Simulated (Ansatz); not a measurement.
**TiAl3: what symmetry allows forces and stress to be**

```xyz
4
Lattice="4.1813 0.0000 0.0000 0.0000 4.1813 0.0000 0.0000 0.0000 4.0627" Properties=species:S:1:pos:R:3 pbc="T T T"
Ti    0.0000    0.0000    0.0000
Al    2.0907    2.0907    0.0000
Al    2.0907    0.0000    2.1185
Al    0.0000    2.0907    1.9442
```

Level of theory: DFT PBE, scalar-relativistic, plane waves, PAW (Ansatz).

Plane waves to 420 eV, a k mesh through Γ of 10×10×10 on the computed 4-atom cell and Gaussian smearing (0.10 eV); no spin polarisation.

This distorted cell has space group P-4m2, with 8 operations.

Q: Without a calculation: in which directions can each atom feel a force?

A: A force must be left unchanged by every operation that keeps its atom in place, so it lies in the space that those operations leave fixed. Atoms that the group maps onto each other feel forces of one size.
```json
{"atom": "Ti1", "site symmetry": "-4m2", "operations at the site": "8", "equivalent to atom": "1", "allowed force (Cartesian)": "none"}
{"atom": "Al2", "site symmetry": "-4m2", "operations at the site": "8", "equivalent to atom": "2", "allowed force (Cartesian)": "none"}
{"atom": "Al3", "site symmetry": "2mm.", "operations at the site": "4", "equivalent to atom": "3", "allowed force (Cartesian)": "along (0.00, 0.00, 1.00)"}
{"atom": "Al4", "site symmetry": "2mm.", "operations at the site": "4", "equivalent to atom": "3", "allowed force (Cartesian)": "along (0.00, 0.00, 1.00)"}
```

That leaves 1 independent force component of 12. A relaxation in this cell that keeps the symmetry moves the atoms in these directions alone.

Q: And the stress tensor?

A: It must be invariant under the point group, which leaves 2 independent components: yz, xz, xy vanish; xx = yy.

Q: Do the computed values obey this?

A: Yes. Forces (eV/Å):
```
Ti1  0.000  0.000  0.000
Al2  0.000  0.000  0.000
Al3  0.000  0.000 -0.443
Al4  0.000  0.000  0.443
```

Stress (GPa, compression positive, xx yy zz yz xz xy): -10.41 -10.41 -7.86 0.00 0.00 0.00. The program imposes the same operations on density, forces and stress, so this confirms the analysis and is no independent test of the calculation.

This form isn't the usual stable structure of the compound.